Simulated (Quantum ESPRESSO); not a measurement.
Write the native input for Quantum ESPRESSO 7.5 that does the following.

* Task: relaxation of the atoms
* Functional: PBE
* Dispersion: D3(BJ)
* Potentials or basis: GBRV 1.5 PBE
* Cutoff: 612 eV
* Density cutoff: 3674 eV
* k mesh: 12 × 12 × 1
* Occupations: fermi-dirac, width 0.05 eV
* Spin: no spin polarisation
* Boundary across the vacuum: none
* Fixed atoms: [1, 2]
* Most ionic steps: 30
* Forc conv thr: 0.001 Ry/bohr
* Etot conv thr: 0.0001 Ry
* Upscale: 10
* Ion dynamics: bfgs
* Mixing mode: local-TF
* Mixing beta: 0.3
* Most SCF iterations: 150
* SCF threshold: 8e-08 Ry

The system is C, a slab with vacuum.

```xyz
4
Lattice="2.4562 0.0000 0.0000 -1.2281 2.1271 0.0000 0.0000 0.0000 23.5238" Properties=species:S:1:pos:R:3 pbc="T T T"
C     0.0000    1.4181    7.5000
C     1.2281    0.7090    7.5000
C     0.0000    1.4181   16.0238
C     1.2281    0.7090   16.0238
```

The input as run:

pw.in

```
&CONTROL
  calculation = 'relax'
  prefix = 'pwscf'
  outdir = './tmp'
  pseudo_dir = './pseudo'
  tprnfor = .true.
  disk_io = 'low'
  nstep = 30
  forc_conv_thr = 0.001
  etot_conv_thr = 0.0001
  max_seconds = 1289
/
&SYSTEM
  ibrav = 0
  nat = 4
  ntyp = 2
  ecutwfc = 45
  ecutrho = 270
  nbnd = 14
  occupations = 'smearing'
  smearing = 'fd'
  degauss = 0.00367493
  vdw_corr = 'grimme-d3'
  dftd3_version = 4
/
&ELECTRONS
  conv_thr = 8d-08
  electron_maxstep = 150
  mixing_beta = 0.3
  mixing_mode = 'local-TF'
/
&IONS
  upscale = 10
  ion_dynamics = 'bfgs'
/
ATOMIC_SPECIES
C     12.0110 c_pbe_v1.2.uspp.F.UPF
C9    12.0110 c_pbe_v1.2.uspp.F.UPF
CELL_PARAMETERS angstrom
   2.4561701622    0.0000000000    0.0000000000
  -1.2280850811    2.1271057565    0.0000000000
   0.0000000000    0.0000000000   23.5238033600
ATOMIC_POSITIONS crystal
C9     0.3333333300    0.6666666600    0.3188259945  0 0 0
C9     0.6666666700    0.3333333400    0.3188259945  0 0 0
C      0.3333333300    0.6666666600    0.6811740055
C      0.6666666700    0.3333333400    0.6811740055
K_POINTS automatic
12 12 1 0 0 0
```

pp_density.in

```
&INPUTPP
  prefix = 'pwscf'
  outdir = './tmp'
  filplot = 'density.dat'
  plot_num = 0
/
&PLOT
  nfile = 1
  filepp(1) = 'density.dat'
  iflag = 3
  output_format = 6
  fileout = 'density.cube'
/
```

pp_potential.in

```
&INPUTPP
  prefix = 'pwscf'
  outdir = './tmp'
  filplot = 'potential.dat'
  plot_num = 11
/
&PLOT
  nfile = 1
  filepp(1) = 'potential.dat'
  iflag = 3
  output_format = 6
  fileout = 'potential.cube'
/
```

Potentials or basis: GBRV 1.5 PBE.

Run with:

```console
$ OMP_NUM_THREADS=1 mpirun -n 2 pw.x -nk 2 -in pw.in > pw.out
$ OMP_NUM_THREADS=1 mpirun -n 1 pp.x -in pp_density.in > pp_density.out
$ OMP_NUM_THREADS=1 mpirun -n 1 pp.x -in pp_potential.in > pp_potential.out
```

It gave:

The band gap on the k mesh is none (metal or under the smearing width) and the work function of the upper face is 4.22 eV. The work function of the lower face is 4.22 eV.

Caveat: the relaxation stopped at its first step, so nothing moved.

Run time: 13 s on 2 MPI ranks on Arm Neoverse V2, with other jobs on the host, peak memory 0.22 GiB a rank.
